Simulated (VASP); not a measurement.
## AlN (zincblende): one HSE06 single-point calculation in two programs

```
Al N
1.0
     0.00000    2.18488    2.18488
     2.18488    0.00000    2.18488
     2.18488    2.18488    0.00000
Al N
1 1
Direct
  0.00000 0.00000 0.00000
  0.25000 0.25000 0.25000
```

Datasets and cutoffs are each program's own. VASP's cell holds 8 valence electrons and Ansatz's 8. Ansatz's stress includes a Pulay correction; VASP's doesn't.

Cutoffs: 520 eV in VASP, 420 eV in Ansatz. k meshes: 8×8×8 and 8×8×8.

```json
{"": "gap between bands v and c", "VASP": "4.55 eV", "Ansatz": "4.55 eV"}
{"": "least direct gap", "VASP": "5.54 eV", "Ansatz": "5.55 eV"}
{"": "pressure", "VASP": "-0.8 GPa", "Ansatz": "-0.6 GPa"}
```

Band v is the last that the valence electrons fill when counted band by band, and c is the next. Levels in eV from the top of v, Ansatz:

| point | v−1 | v | c | c+1 |
| --- | --- | --- | --- | --- |
| Γ | 0.00 | 0.00 | 5.55 | 14.28 |
| X | -1.93 | -1.93 | 4.55 | 10.08 |
| W | -3.71 | -2.85 | 7.42 | 13.06 |
| K | -3.89 | -1.49 | 6.50 | 11.73 |
| L | -0.52 | -0.52 | 8.88 | 11.62 |

VASP:

| point | v−1 | v | c | c+1 |
| --- | --- | --- | --- | --- |
| Γ | 0.00 | 0.00 | 5.54 | 14.23 |
| X | -1.95 | -1.95 | 4.55 | 10.07 |
| W | -3.73 | -2.87 | 7.45 | 13.09 |
| K | -3.92 | -1.51 | 6.50 | 11.73 |
| L | -0.53 | -0.53 | 8.86 | 11.63 |
